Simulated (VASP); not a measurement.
# InSe: the band gap up a ladder of functionals, part 3 of 6

Aim: the band gap of InSe at many levels of theory on one cell, with the cost of each. LASPH is on for some levels and off for others; the table marks which. The start is a cell from a database of measured crystal structures.

VASP 6.6.1, plane waves and PAW; the level of theory is named at each step.

Still holding for the runs below: Spin-orbit coupling is off here; with elements this heavy it splits and shifts levels by tenths of an eV or more.

So far, least gap on mesh and path (eV): step 2 (bands, level LDA, k 4×4×4) 0.221; step 3 (bands, level PBEsol, k 4×4×4) 0.323; step 4 (bands, level r2SCAN, k 4×4×4) 0.855.

The database entry behind the starting cell differs from later determinations by our own check (c about 1.5 % long), so it need not match the best structure at ambient conditions.

## 5. Bands with TB-mBJ, k 4×4×4

This step: TB-mBJ; plane waves and PAW (In_d, Se) (VASP 6.6.1).

TB-mBJ is a local potential fitted to gaps: it costs far less than a hybrid but gives no energy.

INCAR

```
SYSTEM = InSe
PREC = Accurate
ENCUT = 400
EDIFF = 1E-06
NELM = 150
ISMEAR = 0
SIGMA = 0.02
LREAL = .FALSE.
ALGO = Normal
METAGGA = MBJ
LASPH = .TRUE.
NBANDS = 33
LORBIT = 11
LWAVE = .FALSE.
LCHARG = .FALSE.
KPAR = 8
```

POSCAR

```
InSe
1.0
    2.0000000000      1.1547005384      8.4400000000
   -2.0000000000      1.1547005384      8.4400000000
    0.0000000000     -2.3094010768      8.4400000000
In Se
2 2
Direct
    0.0000000000      0.0000000000      0.0000000000
    0.1114000000      0.1114000000      0.1114000000
    0.6165000000      0.6165000000      0.6165000000
    0.8281000000      0.8281000000      0.8281000000
```

KPOINTS

```
Automatic mesh
0
Gamma
4 4 4
0 0 0
```

KPOINTS_OPT

```
Line mode
16
Line-mode
Reciprocal
  0.00000000   0.00000000   0.00000000 GAMMA
  0.50000000   0.00000000   0.00000000 L

  0.50000000   0.00000000   0.00000000 L
  0.50000000   0.17914517  -0.17914517 B1

  0.82085483   0.50000000   0.17914517 B
  0.50000000   0.50000000   0.50000000 Z

  0.50000000   0.50000000   0.50000000 Z
  0.00000000   0.00000000   0.00000000 GAMMA

  0.00000000   0.00000000   0.00000000 GAMMA
  0.33957259   0.00000000  -0.33957259 X

  0.66042741   0.33957259   0.00000000 Q
  0.50000000   0.50000000   0.00000000 F

  0.50000000   0.50000000   0.00000000 F
  0.66042741   0.66042741   0.17914517 P1

  0.66042741   0.66042741   0.17914517 P1
  0.50000000   0.50000000   0.50000000 Z

  0.50000000   0.00000000   0.00000000 L
  0.82085483   0.33957259   0.33957259 P
```

Potentials, in the order of the species: In_d and Se (PBE family, release 64).

Run with:

```sh
> mpirun -np 8 vasp_std
```

Output:

```text
[... set-up lines as in an earlier step ...]
 entering main loop
       N       E                     dE             d eps       ncg     rms          rms(c)
DAV:   1     0.113681101182E+04    0.11368E+04   -0.14004E+04   866   0.104E+03
DAV:   2     0.842832894501E+03   -0.29398E+03   -0.27868E+03   898   0.301E+02
DAV:   3     0.808693591121E+03   -0.34139E+02   -0.33592E+02  1032   0.114E+02
DAV:   4     0.807205128228E+03   -0.14885E+01   -0.14848E+01  1044   0.249E+01
[...]
DAV:  61     0.811527348855E+03    0.18656E-04   -0.34852E-10   429   0.897E-05    0.434E-04
DAV:  62     0.811527344119E+03   -0.47360E-05   -0.22489E-10   429   0.809E-05    0.510E-04
DAV:  63     0.811527344083E+03   -0.35590E-07   -0.15522E-10   429   0.582E-05
   1 F= 0.81152734E+03 E0= 0.81152734E+03  d E =-.124226E-23
 Start KPOINTS_OPT (optional k-point list driver)
k-point batch [1-13\144]
       N       E                     dE             ncg
DAV:   1     0.148435561770E+04   -0.35280E+04      866
DAV:   2    -0.240233187410E+04   -0.38867E+04      882
DAV:   3    -0.290842897008E+04   -0.50610E+03     1048
DAV:   4    -0.293054790442E+04   -0.22119E+02     1012
DAV:   5    -0.293230653305E+04   -0.17586E+01     1676
DAV:   6    -0.293231497664E+04   -0.84436E-02     1178
DAV:   7    -0.293231528310E+04   -0.30646E-03     1564
DAV:   8    -0.293231529439E+04   -0.11290E-04     1203
DAV:   9    -0.293231529468E+04   -0.29436E-06      812
[...]
k-point batch [144-144\144]
       N       E                     dE             ncg
DAV:   1     0.122922409396E+05   -0.90873E+03       66
DAV:   2     0.120065652754E+05   -0.28568E+03       66
DAV:   3     0.119687611838E+05   -0.37804E+02       83
DAV:   4     0.119670920412E+05   -0.16691E+01       76
DAV:   5     0.119670103166E+05   -0.81725E-01      124
DAV:   6     0.119670092596E+05   -0.10570E-02       84
DAV:   7     0.119670091806E+05   -0.79000E-04      108
DAV:   8     0.119670091784E+05   -0.22103E-05      108
DAV:   9     0.119670091783E+05   -0.42292E-07       68
```

Run time: 5.3 min. Hardware: 8 MPI ranks of Intel Xeon 6975P-C (Granite Rapids), shared host; peak memory 4 GiB; 42 min of CPU time.

Parts of OUTCAR (step 5):

```text
  Total     -138.2965614   -138.2965615   -140.2895015      0.0000000     -0.0000000      0.0000000
  in kB    -1894.6496044  -1894.6496045  -1921.9526911      0.0000000     -0.0000000      0.0000000
  external PRESSURE =   -1903.7506334 kB  Pullay stress =       0.0000000 kB

 POSITION                                       TOTAL-FORCE (eV/Angst)
 -----------------------------------------------------------------------------------
      0.00000      0.00000      0.00000         0.000000     -0.000000      1.879538
      0.00000      0.00000      2.82065         0.000000      0.000000     -1.838973
      0.00000      0.00000     15.60978         0.000000      0.000000     -0.043104
      0.00000      0.00000     20.96749         0.000000      0.000000      0.002539
 -----------------------------------------------------------------------------------
    total drift:                                0.000000     -0.000000      0.014543

  FREE ENERGIE OF THE ION-ELECTRON SYSTEM (eV)
  ---------------------------------------------------
  free  energy   TOTEN  =       811.5273440829 eV

  energy  without entropy=      811.5273440829  energy(sigma->0) =      811.52734408

[... 2 parts as in an earlier step ...]

[... 1 further part left out ...]
[key lines of the parts left out:]
E-fermi :   4.4397
```

This functional is a potential without an energy, so its energies, forces and stress mean nothing and are not read.

The electronic bands at the labelled points (eV, zero at the valence-band top; v1 is the highest filled band, c1 the lowest empty one):

| point | v4 | v3 | v2 | v1 | c1 | c2 | c3 | c4 |
| --- | --- | --- | --- | --- | --- | --- | --- | --- |
| Γ | -1.39 | -1.31 | -1.31 | -1.26 | 2.32 | 3.02 | 4.83 | 4.83 |
| 0.53 of the way | -2.01 | -1.97 | -1.85 | -0.92 | 2.56 | 2.73 | 4.61 | 4.87 |
| L | -2.33 | -2.25 | -2.25 | -1.51 | 1.81 | 2.56 | 4.27 | 4.53 |
| 0.47 of the way | -3.11 | -2.79 | -2.04 | -1.43 | 2.34 | 2.86 | 3.98 | 4.83 |
| B1 | -3.52 | -2.44 | -2.17 | -1.58 | 2.23 | 3.01 | 3.82 | 4.96 |
| jump to B | -3.52 | -2.44 | -2.17 | -1.58 | 2.23 | 3.01 | 3.82 | 4.96 |
| 0.47 of the way | -2.80 | -2.49 | -2.19 | -0.71 | 2.97 | 3.12 | 4.59 | 5.08 |
| Z | -1.45 | -1.24 | -1.24 | 0.00 | 1.37 | 3.02 | 4.76 | 4.76 |
| 0.47 of the way | -1.43 | -1.27 | -1.27 | -0.60 | 1.87 | 3.03 | 4.79 | 4.79 |
| Γ | -1.39 | -1.31 | -1.31 | -1.26 | 2.32 | 3.02 | 4.83 | 4.83 |
| 0.53 of the way | -2.49 | -2.44 | -1.83 | -0.90 | 2.74 | 2.96 | 4.05 | 5.08 |
| X | -3.54 | -2.47 | -2.15 | -1.56 | 2.26 | 2.95 | 3.83 | 4.94 |
| jump to Q | -3.54 | -2.47 | -2.15 | -1.56 | 2.26 | 2.95 | 3.83 | 4.94 |
| 0.47 of the way | -2.88 | -2.48 | -2.38 | -1.45 | 2.27 | 2.66 | 4.20 | 4.77 |
| F | -2.54 | -2.48 | -2.08 | -1.36 | 1.89 | 2.47 | 3.97 | 4.20 |
| 0.47 of the way | -2.52 | -2.47 | -2.09 | -1.38 | 1.94 | 2.44 | 3.98 | 4.24 |
| P1 | -2.47 | -2.45 | -2.11 | -1.45 | 2.06 | 2.34 | 4.03 | 4.35 |
| 0.47 of the way | -2.85 | -2.03 | -1.72 | -0.57 | 2.66 | 2.98 | 4.61 | 4.86 |
| Z | -1.45 | -1.24 | -1.24 | 0.00 | 1.37 | 3.02 | 4.76 | 4.76 |
| jump to L | -2.33 | -2.25 | -2.25 | -1.51 | 1.81 | 2.56 | 4.27 | 4.53 |
| 0.47 of the way | -2.39 | -2.29 | -2.19 | -1.53 | 1.94 | 2.44 | 4.18 | 4.51 |
| P | -2.47 | -2.45 | -2.11 | -1.45 | 2.06 | 2.34 | 4.03 | 4.35 |

Of the projections kept (In, Se), the largest for each band there; the rest of the weight can lie on other orbitals:

| point | v4 | v3 | v2 | v1 | c1 | c2 | c3 | c4 |
| --- | --- | --- | --- | --- | --- | --- | --- | --- |
| Γ | Se 0.87 | Se 0.85 | Se 0.85 | Se 0.70 | Se 0.59 | In 0.69 | In 0.83 | In 0.83 |
| L | Se 0.81 | Se 0.77 | Se 0.77 | Se 0.53 | In 0.57 | In 0.57 | In 0.63 | In 0.67 |
| B1 | Se 0.74 | Se 0.80 | Se 0.82 | In 0.62 | In 0.56 | In 0.60 | Se 0.52 | In 0.52 |
| B | Se 0.74 | Se 0.80 | Se 0.82 | In 0.62 | In 0.56 | In 0.60 | Se 0.52 | In 0.52 |
| Z | Se 0.86 | Se 0.87 | Se 0.87 | Se 0.75 | In 0.51 | In 0.64 | In 0.84 | In 0.84 |
| Γ | Se 0.87 | Se 0.85 | Se 0.85 | Se 0.70 | Se 0.59 | In 0.69 | In 0.83 | In 0.83 |

The gap is 1.37 eV, direct at Z. Against LDA that is +1.15 eV; this run took 2.5 times the core time.

## 6. Bands with TPSS, k 4×4×4

This step: TPSS; plane waves and PAW (In_d, Se) (VASP 6.6.1).

TPSS is an older meta-GGA.

INCAR: that of step 5 with these lines changed.

```diff
@@ -4,3 +4,3 @@
 EDIFF = 1E-06
-NELM = 150
+NELM = 100
 ISMEAR = 0
@@ -9,3 +9,3 @@
 ALGO = Normal
-METAGGA = MBJ
+METAGGA = TPSS
 LASPH = .TRUE.
```

POSCAR is that of step 5.

KPOINTS is that of step 5.

KPOINTS_OPT is that of step 5.

Run with:

```sh
> mpirun -np 8 vasp_std
```

Output:

```text
[... set-up lines as in an earlier step ...]
 entering main loop
       N       E                     dE             d eps       ncg     rms          rms(c)
DAV:   1     0.281362848986E+03    0.28136E+03   -0.14260E+04   866   0.106E+03
DAV:   2    -0.143750490655E+02   -0.29574E+03   -0.28092E+03   866   0.309E+02
DAV:   3    -0.503241424043E+02   -0.35949E+02   -0.35338E+02  1071   0.122E+02
DAV:   4    -0.518648976711E+02   -0.15408E+01   -0.15367E+01  1028   0.263E+01
[...]
DAV:  14    -0.467847859519E+02   -0.51162E-05   -0.25251E-05   804   0.262E-02    0.129E-02
DAV:  15    -0.467847895742E+02   -0.36223E-05   -0.97338E-06   875   0.157E-02    0.816E-03
DAV:  16    -0.467847894527E+02    0.12149E-06   -0.72546E-07   868   0.484E-03
   1 F= -.46784789E+02 E0= -.46784789E+02  d E =-.204360E-12
 Start KPOINTS_OPT (optional k-point list driver)
k-point batch [1-13\144]
       N       E                     dE             ncg
DAV:   1     0.146092333621E+04   -0.35514E+04      866
DAV:   2    -0.247935246131E+04   -0.39403E+04      890
DAV:   3    -0.297095467416E+04   -0.49160E+03     1058
DAV:   4    -0.299199887942E+04   -0.21044E+02     1028
DAV:   5    -0.299294537179E+04   -0.94649E+00     1316
DAV:   6    -0.299295640706E+04   -0.11035E-01     1067
DAV:   7    -0.299295689609E+04   -0.48902E-03     1316
DAV:   8    -0.299295690551E+04   -0.94223E-05     1035
DAV:   9    -0.299295690577E+04   -0.25580E-06      707
[...]
k-point batch [144-144\144]
       N       E                     dE             ncg
DAV:   1     0.122896513177E+05   -0.91132E+03       66
DAV:   2     0.119996930401E+05   -0.28996E+03       74
DAV:   3     0.119634688296E+05   -0.36224E+02       83
DAV:   4     0.119618839856E+05   -0.15848E+01       76
DAV:   5     0.119618040654E+05   -0.79920E-01      108
DAV:   6     0.119618032334E+05   -0.83193E-03       76
DAV:   7     0.119618031906E+05   -0.42810E-04      108
DAV:   8     0.119618031899E+05   -0.73386E-06       68
```

Run time: 7.4 min. Hardware: 8 MPI ranks; peak memory 4 GiB; 59 min of CPU time.

From OUTCAR (step 6):

```text
  Total        2.1789270      2.1789270      1.0364028     -0.0000000      0.0000000      0.0000000
  in kB       29.8510899     29.8510899     14.1986183     -0.0000000      0.0000000      0.0000000
  external PRESSURE =      24.6335994 kB  Pullay stress =       0.0000000 kB

 POSITION                                       TOTAL-FORCE (eV/Angst)
 -----------------------------------------------------------------------------------
      0.00000      0.00000      0.00000         0.000000     -0.000000      0.384991
      0.00000      0.00000      2.82065         0.000000      0.000000     -0.404408
      0.00000      0.00000     15.60978         0.000000      0.000000     -0.247364
      0.00000      0.00000     20.96749         0.000000      0.000000      0.266782
 -----------------------------------------------------------------------------------
    total drift:                                0.000000     -0.000000     -0.001065

  FREE ENERGIE OF THE ION-ELECTRON SYSTEM (eV)
  ---------------------------------------------------
  free  energy   TOTEN  =       -46.7847894527 eV

  energy  without entropy=      -46.7847894527  energy(sigma->0) =      -46.78478945

[... 2 parts as in an earlier step ...]

[... 1 further part left out ...]
[key lines of the parts left out:]
E-fermi :   4.1338
```

At this level the cell is under a pressure of 2.5 GPa, so at these settings it is away from equilibrium.

Electronic bands along the path, in eV, zero at the valence-band top; v1 is the highest filled band, c1 the lowest empty one:

| point | v4 | v3 | v2 | v1 | c1 | c2 | c3 | c4 |
| --- | --- | --- | --- | --- | --- | --- | --- | --- |
| Γ | -1.31 | -1.31 | -1.22 | -1.22 | 1.78 | 2.25 | 4.53 | 4.53 |
| 0.53 of the way | -2.07 | -1.96 | -1.82 | -1.03 | 1.99 | 2.25 | 4.08 | 4.39 |
| L | -2.39 | -2.35 | -2.25 | -1.68 | 1.24 | 2.06 | 3.73 | 4.08 |
| 0.47 of the way | -3.26 | -2.92 | -2.14 | -1.56 | 1.88 | 2.41 | 3.54 | 4.38 |
| B1 | -3.71 | -2.55 | -2.26 | -1.76 | 1.73 | 2.55 | 3.42 | 4.51 |
| jump to B | -3.71 | -2.55 | -2.26 | -1.76 | 1.73 | 2.55 | 3.42 | 4.51 |
| 0.47 of the way | -2.97 | -2.58 | -2.22 | -0.77 | 2.53 | 2.72 | 4.19 | 4.59 |
| Z | -1.38 | -1.14 | -1.14 | 0.00 | 0.57 | 2.29 | 4.45 | 4.45 |
| 0.47 of the way | -1.35 | -1.17 | -1.17 | -0.80 | 1.27 | 2.29 | 4.48 | 4.48 |
| Γ | -1.31 | -1.31 | -1.22 | -1.22 | 1.78 | 2.25 | 4.53 | 4.53 |
| 0.53 of the way | -2.57 | -2.51 | -1.84 | -0.99 | 2.26 | 2.53 | 3.57 | 4.64 |
| X | -3.72 | -2.59 | -2.24 | -1.73 | 1.78 | 2.46 | 3.45 | 4.48 |
| jump to Q | -3.72 | -2.59 | -2.24 | -1.73 | 1.78 | 2.46 | 3.45 | 4.48 |
| 0.47 of the way | -3.00 | -2.60 | -2.49 | -1.61 | 1.79 | 2.16 | 3.79 | 4.33 |
| F | -2.67 | -2.52 | -2.07 | -1.52 | 1.28 | 2.01 | 3.38 | 3.70 |
| 0.47 of the way | -2.65 | -2.51 | -2.07 | -1.56 | 1.34 | 1.97 | 3.40 | 3.74 |
| P1 | -2.59 | -2.49 | -2.10 | -1.65 | 1.50 | 1.85 | 3.46 | 3.86 |
| 0.47 of the way | -3.02 | -2.03 | -1.67 | -0.63 | 2.13 | 2.49 | 4.08 | 4.38 |
| Z | -1.38 | -1.14 | -1.14 | 0.00 | 0.57 | 2.29 | 4.45 | 4.45 |
| jump to L | -2.39 | -2.35 | -2.25 | -1.68 | 1.24 | 2.06 | 3.73 | 4.08 |
| 0.47 of the way | -2.41 | -2.40 | -2.19 | -1.72 | 1.39 | 1.91 | 3.63 | 4.06 |
| P | -2.59 | -2.49 | -2.10 | -1.65 | 1.50 | 1.85 | 3.46 | 3.86 |

Of the projections kept (In, Se), the largest for each band there; the rest of the weight can lie on other orbitals:

| point | v4 | v3 | v2 | v1 | c1 | c2 | c3 | c4 |
| --- | --- | --- | --- | --- | --- | --- | --- | --- |
| Γ | Se 0.87 | Se 0.87 | Se 0.85 | Se 0.85 | Se 0.64 | In 0.70 | In 0.83 | In 0.83 |
| L | Se 0.73 | Se 0.80 | Se 0.76 | Se 0.57 | In 0.55 | In 0.55 | In 0.64 | In 0.67 |
| B1 | Se 0.72 | Se 0.77 | Se 0.77 | In 0.57 | In 0.55 | In 0.59 | Se 0.54 | In 0.51 |
| B | Se 0.72 | Se 0.77 | Se 0.77 | In 0.57 | In 0.55 | In 0.59 | Se 0.54 | In 0.51 |
| Z | Se 0.86 | Se 0.86 | Se 0.86 | Se 0.76 | Se 0.51 | In 0.63 | In 0.83 | In 0.83 |
| Γ | Se 0.87 | Se 0.87 | Se 0.85 | Se 0.85 | Se 0.64 | In 0.70 | In 0.83 | In 0.83 |

The gap is 0.57 eV, direct at Z. Against LDA that is +0.35 eV; this run took 3.6 times the core time.

## 7. Bands with BLYP, k 4×4×4

This step: BLYP; plane waves and PAW (In_d, Se) (VASP 6.6.1).

BLYP comes from molecular chemistry and underbinds dense solids.

INCAR: that of step 6 with these lines changed.

```diff
@@ -9,4 +9,7 @@
 ALGO = Normal
-METAGGA = TPSS
-LASPH = .TRUE.
+GGA = B5
+ALDAX = 1
+AGGAX = 1
+AGGAC = 1
+ALDAC = 0
 NBANDS = 33
```

POSCAR is that of step 6.

KPOINTS is that of step 6.

KPOINTS_OPT is that of step 6.

Run with:

```sh
> mpirun -np 8 vasp_std
```

Output:

```text
[banner, memory and clock lines left out]
running    8 mpi-ranks, on    1 nodes
[...]
[... a notice as in an earlier step ...]

 [... a notice as in an earlier step ...]

 LDA part: xc-table for (Slater(with rela. corr.)+VWN5), standard interpolation
 POSCAR, INCAR and KPOINTS ok, starting setup
[...]
entering main loop
       N       E                     dE             d eps       ncg     rms          rms(c)
DAV:   1     0.325717483435E+03    0.32572E+03   -0.14256E+04   866   0.106E+03
DAV:   2     0.262098276965E+02   -0.29951E+03   -0.28431E+03   882   0.309E+02
DAV:   3    -0.107571158794E+02   -0.36967E+02   -0.36384E+02  1045   0.119E+02
DAV:   4    -0.123471079195E+02   -0.15900E+01   -0.15863E+01  1028   0.262E+01
[...]
DAV:  11    -0.117796494381E+02   -0.79623E-04   -0.15432E-04  1079   0.720E-02    0.377E-02
DAV:  12    -0.117796421428E+02    0.72952E-05   -0.17805E-05  1161   0.266E-02    0.150E-02
DAV:  13    -0.117796430345E+02   -0.89166E-06   -0.48566E-06   923   0.113E-02
   1 F= -.11779643E+02 E0= -.11779643E+02  d E =-.440161E-17
 Start KPOINTS_OPT (optional k-point list driver)
k-point batch [1-13\144]
       N       E                     dE             ncg
DAV:   1     0.169646662555E+04   -0.33159E+04      866
DAV:   2    -0.222029811067E+04   -0.39168E+04      882
DAV:   3    -0.272168891474E+04   -0.50139E+03     1066
DAV:   4    -0.274382843665E+04   -0.22140E+02     1004
DAV:   5    -0.274485404100E+04   -0.10256E+01     1348
DAV:   6    -0.274486875627E+04   -0.14715E-01     1068
DAV:   7    -0.274486961827E+04   -0.86200E-03     1340
DAV:   8    -0.274486963340E+04   -0.15128E-04     1124
DAV:   9    -0.274486963378E+04   -0.38547E-06      732
[...]
k-point batch [144-144\144]
       N       E                     dE             ncg
DAV:   1     0.123076757215E+05   -0.89330E+03       66
DAV:   2     0.120195842938E+05   -0.28809E+03       74
DAV:   3     0.119827483091E+05   -0.36836E+02       83
DAV:   4     0.119810981851E+05   -0.16501E+01       76
DAV:   5     0.119810113046E+05   -0.86881E-01      116
DAV:   6     0.119810106646E+05   -0.64001E-03       76
DAV:   7     0.119810106247E+05   -0.39839E-04      108
DAV:   8     0.119810106238E+05   -0.93968E-06       68
```

Run time: 2.7 min. Hardware: 8 MPI ranks; peak memory 3.7 GiB.

OUTCAR, selected parts (step 7):

```text
  Total        5.0244272      5.0244272      3.0936497      0.0000000     -0.0000000      0.0000000
  in kB       68.8341701     68.8341701     42.3827035      0.0000000     -0.0000000      0.0000000
  external PRESSURE =      60.0170146 kB  Pullay stress =       0.0000000 kB

 POSITION                                       TOTAL-FORCE (eV/Angst)
 -----------------------------------------------------------------------------------
      0.00000      0.00000      0.00000         0.000000     -0.000000      0.440508
      0.00000      0.00000      2.82065         0.000000     -0.000000     -0.449546
      0.00000      0.00000     15.60978         0.000000      0.000000     -0.435062
      0.00000      0.00000     20.96749         0.000000      0.000000      0.444099
 -----------------------------------------------------------------------------------
    total drift:                               -0.000000     -0.000000     -0.000521

  FREE ENERGIE OF THE ION-ELECTRON SYSTEM (eV)
  ---------------------------------------------------
  free  energy   TOTEN  =       -11.7796430345 eV

  energy  without entropy=      -11.7796430345  energy(sigma->0) =      -11.77964303

[... 2 parts as in an earlier step ...]

[... 1 further part left out ...]
[key lines of the parts left out:]
E-fermi :   4.6322
```

At this level the cell is under a pressure of 6.0 GPa, so at these settings it is away from equilibrium.

Electronic bands along the path, in eV, zero at the valence-band top; v1 is the highest filled band, c1 the lowest empty one:

| point | v4 | v3 | v2 | v1 | c1 | c2 | c3 | c4 |
| --- | --- | --- | --- | --- | --- | --- | --- | --- |
| Γ | -1.30 | -1.30 | -1.20 | -1.20 | 1.65 | 2.14 | 4.35 | 4.35 |
| 0.53 of the way | -2.04 | -1.93 | -1.80 | -1.03 | 1.93 | 2.11 | 4.05 | 4.30 |
| L | -2.37 | -2.32 | -2.22 | -1.67 | 1.27 | 1.93 | 3.70 | 4.06 |
| 0.47 of the way | -3.20 | -2.86 | -2.11 | -1.56 | 1.89 | 2.29 | 3.52 | 4.34 |
| B1 | -3.62 | -2.50 | -2.23 | -1.77 | 1.81 | 2.36 | 3.45 | 4.45 |
| jump to B | -3.62 | -2.50 | -2.23 | -1.77 | 1.81 | 2.36 | 3.45 | 4.45 |
| 0.47 of the way | -2.89 | -2.53 | -2.18 | -0.78 | 2.33 | 2.74 | 4.06 | 4.48 |
| Z | -1.36 | -1.13 | -1.13 | 0.00 | 0.38 | 2.20 | 4.27 | 4.27 |
| 0.47 of the way | -1.34 | -1.15 | -1.15 | -0.84 | 1.13 | 2.19 | 4.30 | 4.30 |
| Γ | -1.30 | -1.30 | -1.20 | -1.20 | 1.65 | 2.14 | 4.35 | 4.35 |
| 0.53 of the way | -2.52 | -2.47 | -1.82 | -1.00 | 2.06 | 2.55 | 3.51 | 4.60 |
| X | -3.63 | -2.53 | -2.21 | -1.74 | 1.87 | 2.28 | 3.46 | 4.42 |
| jump to Q | -3.63 | -2.53 | -2.21 | -1.74 | 1.87 | 2.28 | 3.46 | 4.42 |
| 0.47 of the way | -2.95 | -2.56 | -2.44 | -1.61 | 1.76 | 2.09 | 3.75 | 4.32 |
| F | -2.64 | -2.48 | -2.04 | -1.51 | 1.15 | 2.02 | 3.37 | 3.72 |
| 0.47 of the way | -2.62 | -2.47 | -2.04 | -1.54 | 1.21 | 1.98 | 3.39 | 3.76 |
| P1 | -2.57 | -2.45 | -2.06 | -1.63 | 1.37 | 1.86 | 3.45 | 3.86 |
| 0.47 of the way | -2.94 | -2.00 | -1.65 | -0.65 | 1.94 | 2.50 | 4.01 | 4.29 |
| Z | -1.36 | -1.13 | -1.13 | 0.00 | 0.38 | 2.20 | 4.27 | 4.27 |
| jump to L | -2.37 | -2.32 | -2.22 | -1.67 | 1.27 | 1.93 | 3.70 | 4.06 |
| 0.47 of the way | -2.39 | -2.38 | -2.15 | -1.71 | 1.41 | 1.80 | 3.61 | 4.04 |
| P | -2.57 | -2.45 | -2.06 | -1.63 | 1.37 | 1.86 | 3.45 | 3.86 |

Of the projections kept (In, Se), the largest for each band there; the rest of the weight can lie on other orbitals:

```csv
point,v4,v3,v2,v1,c1,c2,c3,c4
Γ,Se 0.87,Se 0.87,Se 0.85,Se 0.85,Se 0.63,In 0.71,In 0.83,In 0.83
L,Se 0.72,Se 0.80,Se 0.75,Se 0.58,In 0.58,In 0.54,In 0.65,In 0.67
B1,Se 0.72,Se 0.77,Se 0.77,In 0.56,In 0.59,In 0.58,Se 0.51,In 0.53
B,Se 0.72,Se 0.77,Se 0.77,In 0.56,In 0.59,In 0.58,Se 0.51,In 0.53
Z,Se 0.85,Se 0.86,Se 0.86,Se 0.76,In 0.50,In 0.65,In 0.84,In 0.84
Γ,Se 0.87,Se 0.87,Se 0.85,Se 0.85,Se 0.63,In 0.71,In 0.83,In 0.83
```

The gap is 0.38 eV, direct at Z. Against LDA that is +0.16 eV; this run took 1.3 times the core time.

(Continued in part 4 of 6.)

[Lines on the potential files, build, host, timing and source positions are cut from VASP's logs without a mark.]

[Logs are printed without paths, hosts, clocks, repeated set-up lines and the standing remarks that a program may print on its own settings, such as how far it seeks lower states.]

[Hosts, paths, dates, database ids (printed as entryN), source tags and the programs' standing remarks are cut or masked in the printed files.]

[A measured line is paired with the nearest computed mode of its activity, which favours agreement.]
